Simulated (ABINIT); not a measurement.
# CoSi2 (Fm-3m) in ABINIT: band structure with PBEsol

Aim: the band structure of CoSi2 with PBEsol.

All numbers are computed with ABINIT 10.8.3 (patched build); they aren't measurements. Logs are shortened: lines on timing, memory, paths and dates and some standing lists are left out, and cuts for length are marked. The log counts tension as positive stress, the text compression.

### 1 The crystal as given

Symmetry: Fm-3m, No. 225, cubic system. The conventional cell has a = 5.356 Å, b = 5.356 Å, c = 5.356 Å, α = 90.00°, β = 90.00°, γ = 90.00°. Around Co (site symmetry m-3m) lie 8 Si at 2.32 Å. Si (site symmetry -43m) is surrounded by 4 Co at 2.32 Å.

### 2 Band structure, PBEsol, collinear spin, ferromagnetic start

Input file run.abi:

```
ndtset 2

pp_dirpath "./"
pseudos "Co.GGA_PBE-JTH.xml, Si.GGA_PBE-JTH.xml"

acell 7.1568915705 7.1568915705 7.1568915705
rprim
     0.0000000000     0.7071067812     0.7071067812
     0.7071067812     0.0000000000     0.7071067812
     0.7071067812     0.7071067812     0.0000000000
ntypat 2
znucl 27 14
natom 3
typat 1 2 2
xred
     0.0000000000     0.0000000000     0.0000000000
     0.7500000000     0.7500000000     0.7500000000
     0.2500000000     0.2500000000     0.2500000000

ecut 26.0
pawecutdg 48.0
pawxcdev 0

ixc -116133

occopt 3
tsmear 0.05 eV

nsppol 2
spinat
     0.0000000000     0.0000000000     2.0000000000
     0.0000000000     0.0000000000     0.0000000000
     0.0000000000     0.0000000000     0.0000000000

nstep 100

iomode 3
prtwf 0
prteig 0
prtebands 0
prtden1 1

kptopt1 1
ngkpt1 9 9 9
nshiftk1 1
shiftk1 0.0 0.0 0.0
nband1 17
tolvrs1 1.0e-9

iscf2 -2
getden2 1
nband2 23
nbdbuf2 4
tolwfr2 1.0e-11
kptopt2 -9
ndivsm2 8
prteig2 1
kptbounds2
     0.0000000000     0.0000000000     0.0000000000
     0.5000000000     0.0000000000     0.5000000000
     0.5000000000     0.2500000000     0.7500000000
     0.3750000000     0.3750000000     0.7500000000
     0.0000000000     0.0000000000     0.0000000000
     0.5000000000     0.5000000000     0.5000000000
     0.6250000000     0.2500000000     0.6250000000
     0.5000000000     0.2500000000     0.7500000000
     0.5000000000     0.5000000000     0.5000000000
     0.3750000000     0.3750000000     0.7500000000
```

Potentials or basis: JTH PAW PBE v2.0.

Run with:

```sh
abinit run.abi > log 2>&1
```

run.abo:

```text
.Version 10.8.3 of ABINIT
 DATASET    1 : space group Fm -3 m (#225); Bravais cF (face-center cubic)
================================================================================
 Values of the parameters that define the memory need for DATASET  1.
     intxc =       0    ionmov =       0      iscf =      17    lmnmax =      18
     lnmax =       6     mgfft =      36  mpssoang =       3    mqgrid =    3001
     natom =       3  nloc_mem =       2    nspden =       2   nspinor =       1
    nsppol =       2      nsym =      48    n1xccc =       1    ntypat =       2
    occopt =       3   xclevel =       2
       mpw =        1655          nfft =       46656          nkpt =          35
 PAW method is used; the additional fine FFT grid is defined by:
   mgfftf=        48    nfftf =    110592
================================================================================
================================================================================

 DATASET    2 : space group Fm -3 m (#225); Bravais cF (face-center cubic)
================================================================================
 Values of the parameters that define the memory need for DATASET  2.
     intxc =       0    ionmov =       0      iscf =      -2    lmnmax =      18
     lnmax =       6     mgfft =      36  mpssoang =       3    mqgrid =    3001
     natom =       3  nloc_mem =       2    nspden =       2   nspinor =       1
    nsppol =       2      nsym =      48    n1xccc =       1    ntypat =       2
    occopt =       3   xclevel =       2
       mpw =        1660          nfft =       46656          nkpt =         139
 PAW method is used; the additional fine FFT grid is defined by:
   mgfftf=        48    nfftf =    110592
================================================================================
================================================================================

--------------------------------------------------------------------------------
------------- Echo of variables that govern the present computation ------------
--------------------------------------------------------------------------------
 -outvars: echo values of preprocessed input variables --------
            acell      7.1568915705E+00  7.1568915705E+00  7.1568915705E+00 Bohr
              amu      5.89332000E+01  2.80855000E+01
             ecut      2.60000000E+01 Hartree
           getden1          0
           getden2          1
             iscf1         17
             iscf2         -2
                       outvar_i_n : Printing only first  50 k-points.
              ixc     -116133
           jdtset        1    2
                       outvar_i_n : Printing only first  50 k-points.
           kptopt1          1
           kptopt2         -9
         kptrlatt        9    0    0      0    9    0      0    0    9
          kptrlen1     6.44120241E+01
          kptrlen2     3.00000000E+01
            natom           3
            nband1         17
            nband2         23
           nbdbuf1          0
           nbdbuf2          4
           ndtset           2
           ndivsm1          0
           ndivsm2          8
            ngfft          36      36      36
          ngfftdg          48      48      48
             nkpt1         35
             nkpt2        139
           nspden           2
           nsppol           2
            nstep         100
             nsym          48
           ntypat           2
           occopt           3
        pawecutdg      4.80000000E+01 Hartree
         pawxcdev           0
        prtebands           0
           prteig1          0
           prteig2          1
            prtwf           0
            rprim      0.0000000000E+00  7.0710678120E-01  7.0710678120E-01
                       7.0710678120E-01  0.0000000000E+00  7.0710678120E-01
                       7.0710678120E-01  7.0710678120E-01  0.0000000000E+00
           shiftk1     0.00000000E+00  0.00000000E+00  0.00000000E+00
           shiftk2     5.00000000E-01  5.00000000E-01  5.00000000E-01
          spgroup         225
           spinat      0.0000000000E+00  0.0000000000E+00  2.0000000000E+00
[... 2529 lines left out ...]
lattice_lengths: [   7.15689,    7.15689,    7.15689, ]
lattice_angles: [ 60.000,  60.000,  60.000, ] # degrees, (23, 13, 12)
lattice_volume:   2.5921392E+02
convergence: {deltae:  0.000E+00, res2:  0.000E+00, residm:  9.999E-12, diffor:  0.000E+00, }
etotal    :  -1.54342485E+02
entropy   :   0.00000000E+00
fermie    :   3.86357101E-01
cartesian_stress_tensor: null
pressure_GPa: null
xred      :
- [  0.0000E+00,   0.0000E+00,   0.0000E+00, Co]
- [  7.5000E-01,   7.5000E-01,   7.5000E-01, Si]
- [  2.5000E-01,   2.5000E-01,   2.5000E-01, Si]
cartesian_forces: null
force_length_stats: {min: null, max: null, mean: null, }
...

 Integrated electronic and magnetization densities in atomic spheres:
 ------------------------------------------------------------------------------------------------------------
 Radius=ratsph(iatom), smearing ratsm=  0.0000. Diff(up-dn)=approximate z local magnetic moment.
    Atom    Radius    up_density   dn_density  Total(up+dn)  Diff(up-dn)
    1 Co   2.10903     7.953299     7.953299     15.906598    -0.000000
    2 Si   1.90945     0.764671     0.764671      1.529342     0.000000
    3 Si   1.90945     0.764671     0.764671      1.529342     0.000000
 ------------------------------------------------------------------------------------------------------------
  Sum:                 9.482641     9.482641     18.965282     0.000000
 Total magnetization (from the atomic spheres):                0.000000
 Total magnetization (exact up - dn):                          0.000000

================================================================================

 ----iterations are completed or convergence reached----

 Mean square residual over all n,k,spin=   71.805E-13; max=  99.991E-13
 reduced coordinates (array xred) for    3 atoms
       0.000000000000      0.000000000000      0.000000000000
       0.750000000000      0.750000000000      0.750000000000
       0.250000000000      0.250000000000      0.250000000000

 cartesian coordinates (angstrom) at end:
    1      0.00000000000000     0.00000000000000     0.00000000000000
    2      4.01699999732709     4.01699999732709     4.01699999732709
    3      1.33899999910903     1.33899999910903     1.33899999910903
 length scales=  7.156891570500  7.156891570500  7.156891570500 bohr
              =  3.787263917443  3.787263917443  3.787263917443 angstroms
 Eigenvalues (hartree) for nkpt= 139  k points, SPIN UP:
 kpt#   1, nband= 23, wtk=  1.00000, kpt=  0.0000  0.0000  0.0000 (reduced coord)
  -3.08393   -1.74092   -1.74092   -1.74092   -0.09576    0.23714    0.23714    0.23714
   0.31780    0.31780    0.41513    0.51359    0.51359    0.51359    0.51472    0.51472
   0.51472    0.59442    0.59442    0.59442    0.69500    0.69500    0.76610
 kpt#   2, nband= 23, wtk=  1.00000, kpt=  0.0217  0.0000  0.0217 (reduced coord)
  -3.08393   -1.74092   -1.74092   -1.74092   -0.09540    0.23646    0.23715    0.23715
   0.31748    0.31790    0.41563    0.49945    0.49945    0.51344    0.51433    0.52938
   0.52938    0.59022    0.59484    0.59484    0.69505    0.69956    0.76775
 kpt#   3, nband= 23, wtk=  1.00000, kpt=  0.0435  0.0000  0.0435 (reduced coord)
  -3.08393   -1.74092   -1.74092   -1.74092   -0.09435    0.23449    0.23719    0.23719
   0.31650    0.31817    0.41706    0.48527    0.48527    0.50952    0.51657    0.54510
   0.54510    0.57977    0.59609    0.59609    0.69519    0.71117    0.77266
 kpt#   4, nband= 23, wtk=  1.00000, kpt=  0.0652  0.0000  0.0652 (reduced coord)
  -3.08393   -1.74092   -1.74092   -1.74092   -0.09258    0.23135    0.23726    0.23726
   0.31484    0.31862    0.41923    0.47161    0.47161    0.50275    0.52035    0.56131
   0.56131    0.56683    0.59820    0.59820    0.69541    0.72629    0.78070
 kpt#   5, nband= 23, wtk=  1.00000, kpt=  0.0870  0.0000  0.0870 (reduced coord)
[... 524 lines left out ...]
  -3.08393   -1.74099   -1.74097   -1.74094    0.06495    0.07433    0.16855    0.25239
   0.26262    0.30474    0.32390    0.34637    0.35809    0.46277    0.58174    0.60568
   0.63453    0.72236    0.74550    0.74623    0.90308    0.93818    0.95994
 kpt# 137, nband= 23, wtk=  1.00000, kpt=  0.3929  0.3929  0.7143 (reduced coord)
  -3.08393   -1.74099   -1.74097   -1.74094    0.07016    0.07874    0.15776    0.24928
   0.26259    0.30403    0.32370    0.34472    0.35617    0.46183    0.58979    0.59333
   0.64641    0.73693    0.74921    0.74948    0.89634    0.92539    0.96889
 kpt# 138, nband= 23, wtk=  1.00000, kpt=  0.3839  0.3839  0.7321 (reduced coord)
  -3.08393   -1.74099   -1.74097   -1.74095    0.07311    0.08415    0.14925    0.24682
   0.26209    0.30418    0.32321    0.34345    0.35421    0.46091    0.58122    0.59724
   0.65736    0.74462    0.75474    0.75788    0.89405    0.91202    0.97539
 kpt# 139, nband= 23, wtk=  1.00000, kpt=  0.3750  0.3750  0.7500 (reduced coord)
  -3.08393   -1.74099   -1.74097   -1.74095    0.07250    0.09078    0.14419    0.24499
   0.26114    0.30520    0.32234    0.34267    0.35221    0.46000    0.56980    0.60398
   0.66620    0.75145    0.76210    0.76431    0.89790    0.89821    0.97761
 Eigenvalues (hartree) for nkpt= 139  k points, SPIN DOWN:
 kpt#   1, nband= 23, wtk=  1.00000, kpt=  0.0000  0.0000  0.0000 (reduced coord)
  -3.08393   -1.74092   -1.74092   -1.74092   -0.09576    0.23714    0.23714    0.23714
   0.31780    0.31780    0.41513    0.51359    0.51359    0.51359    0.51472    0.51472
   0.51472    0.59442    0.59442    0.59442    0.69500    0.69500    0.76610
 kpt#   2, nband= 23, wtk=  1.00000, kpt=  0.0217  0.0000  0.0217 (reduced coord)
  -3.08393   -1.74092   -1.74092   -1.74092   -0.09540    0.23646    0.23715    0.23715
   0.31748    0.31790    0.41563    0.49945    0.49945    0.51344    0.51433    0.52938
   0.52938    0.59022    0.59484    0.59484    0.69505    0.69956    0.76775
 kpt#   3, nband= 23, wtk=  1.00000, kpt=  0.0435  0.0000  0.0435 (reduced coord)
  -3.08393   -1.74092   -1.74092   -1.74092   -0.09435    0.23449    0.23719    0.23719
   0.31650    0.31817    0.41706    0.48527    0.48527    0.50952    0.51657    0.54510
   0.54510    0.57977    0.59609    0.59609    0.69519    0.71117    0.77266
 kpt#   4, nband= 23, wtk=  1.00000, kpt=  0.0652  0.0000  0.0652 (reduced coord)
  -3.08393   -1.74092   -1.74092   -1.74092   -0.09258    0.23135    0.23726    0.23726
   0.31484    0.31862    0.41923    0.47161    0.47161    0.50275    0.52035    0.56131
   0.56131    0.56683    0.59820    0.59820    0.69541    0.72629    0.78070
 kpt#   5, nband= 23, wtk=  1.00000, kpt=  0.0870  0.0000  0.0870 (reduced coord)
[... 525 lines left out ...]
   0.26262    0.30474    0.32390    0.34637    0.35809    0.46277    0.58174    0.60568
   0.63453    0.72236    0.74550    0.74623    0.90308    0.93818    0.95994
 kpt# 137, nband= 23, wtk=  1.00000, kpt=  0.3929  0.3929  0.7143 (reduced coord)
  -3.08393   -1.74099   -1.74097   -1.74094    0.07016    0.07874    0.15776    0.24928
   0.26259    0.30403    0.32370    0.34472    0.35617    0.46183    0.58979    0.59333
   0.64641    0.73693    0.74921    0.74948    0.89634    0.92539    0.96889
 kpt# 138, nband= 23, wtk=  1.00000, kpt=  0.3839  0.3839  0.7321 (reduced coord)
  -3.08393   -1.74099   -1.74097   -1.74095    0.07311    0.08415    0.14925    0.24682
   0.26209    0.30418    0.32321    0.34345    0.35421    0.46091    0.58122    0.59724
   0.65736    0.74462    0.75474    0.75788    0.89405    0.91202    0.97539
 kpt# 139, nband= 23, wtk=  1.00000, kpt=  0.3750  0.3750  0.7500 (reduced coord)
  -3.08393   -1.74099   -1.74097   -1.74095    0.07250    0.09078    0.14419    0.24499
   0.26114    0.30520    0.32234    0.34267    0.35221    0.46000    0.56980    0.60398
   0.66620    0.75145    0.76210    0.76431    0.89790    0.89821    0.97761

== END DATASET(S) ==============================================================
================================================================================

 -outvars: echo values of variables after computation  --------
            acell      7.1568915705E+00  7.1568915705E+00  7.1568915705E+00 Bohr
           etotal1    -1.5434248503E+02
            fcart1    -0.0000000000E+00 -0.0000000000E+00 -0.0000000000E+00
                       2.0784028559E-31  6.2352085677E-31 -1.0392014280E-30
                      -2.0784028559E-31 -6.2352085677E-31  1.0392014280E-30
            rprim      0.0000000000E+00  7.0710678120E-01  7.0710678120E-01
                       7.0710678120E-01  0.0000000000E+00  7.0710678120E-01
                       7.0710678120E-01  7.0710678120E-01  0.0000000000E+00
           strten1     1.4174132396E-04  1.4174132396E-04  1.4174132396E-04
                       0.0000000000E+00  0.0000000000E+00  0.0000000000E+00
           xangst      0.0000000000E+00  0.0000000000E+00  0.0000000000E+00
                       4.0169999973E+00  4.0169999973E+00  4.0169999973E+00
                       1.3389999991E+00  1.3389999991E+00  1.3389999991E+00
             xred      0.0000000000E+00  0.0000000000E+00  0.0000000000E+00
                       7.5000000000E-01  7.5000000000E-01  7.5000000000E-01
                       2.5000000000E-01  2.5000000000E-01  2.5000000000E-01
 Calculation completed.
```

It took 20 min on 1 thread of Arm Neoverse V2, shared host; peak memory 0.29 GiB.

What came out:

```
Free energy                                           : -4199.8730 eV
Pressure                                              : -4.2 GPa
Band gap on the k mesh                                : none (metal or under the smearing width)
Net moment                                            : 0.00 μB per cell
Valence electrons inside the program's atomic spheres : Co 15.91; Si 1.53
```

Levels at the corners of the path, in eV from the Fermi level:
Spin up:
```
point  band 9  band 10  band 11  band 12  band 13  band 14  band 15  band 16  band 17  band 18
    Γ   -1.87    -1.87     0.78     3.46     3.46     3.46     3.49     3.49     3.49     5.66
    X   -3.64    -1.93    -1.93    -1.89    -1.29     1.62     2.93     8.78     9.60     9.60
    W   -2.28    -2.28    -1.93    -1.41    -0.64     3.68     3.68     5.84     6.68     9.49
    K   -3.41    -2.21    -1.74    -1.19    -0.93     2.00     4.99     5.92     7.61     9.93
    Γ   -1.87    -1.87     0.78     3.46     3.46     3.46     3.49     3.49     3.49     5.66
    L   -2.16    -1.59    -1.59    -0.44    -0.44     2.67     3.47     3.47     4.38    10.48
    U   -3.41    -2.21    -1.74    -1.19    -0.93     2.00     4.99     5.92     7.61     9.93
    W   -2.28    -2.28    -1.93    -1.41    -0.64     3.68     3.68     5.84     6.68     9.49
    L   -2.16    -1.59    -1.59    -0.44    -0.44     2.67     3.47     3.47     4.38    10.48
    K   -3.41    -2.21    -1.74    -1.19    -0.93     2.00     4.99     5.92     7.61     9.93
```
Spin down:
| point | band 9 | band 10 | band 11 | band 12 | band 13 | band 14 | band 15 | band 16 | band 17 | band 18 |
| --- | --- | --- | --- | --- | --- | --- | --- | --- | --- | --- |
| Γ | -1.87 | -1.87 | 0.78 | 3.46 | 3.46 | 3.46 | 3.49 | 3.49 | 3.49 | 5.66 |
| X | -3.64 | -1.93 | -1.93 | -1.89 | -1.29 | 1.62 | 2.93 | 8.78 | 9.60 | 9.60 |
| W | -2.28 | -2.28 | -1.93 | -1.41 | -0.64 | 3.68 | 3.68 | 5.84 | 6.68 | 9.49 |
| K | -3.41 | -2.21 | -1.74 | -1.19 | -0.93 | 2.00 | 4.99 | 5.92 | 7.61 | 9.93 |
| Γ | -1.87 | -1.87 | 0.78 | 3.46 | 3.46 | 3.46 | 3.49 | 3.49 | 3.49 | 5.66 |
| L | -2.16 | -1.59 | -1.59 | -0.44 | -0.44 | 2.67 | 3.47 | 3.47 | 4.38 | 10.48 |
| U | -3.41 | -2.21 | -1.74 | -1.19 | -0.93 | 2.00 | 4.99 | 5.92 | 7.61 | 9.93 |
| W | -2.28 | -2.28 | -1.93 | -1.41 | -0.64 | 3.68 | 3.68 | 5.84 | 6.68 | 9.49 |
| L | -2.16 | -1.59 | -1.59 | -0.44 | -0.44 | 2.67 | 3.47 | 3.47 | 4.38 | 10.48 |
| K | -3.41 | -2.21 | -1.74 | -1.19 | -0.93 | 2.00 | 4.99 | 5.92 | 7.61 | 9.93 |

Caveat: the starting moments collapsed, and a magnetic state may lie lower; the PAW data sets were made with another functional, which shifts forces and pressure a little.
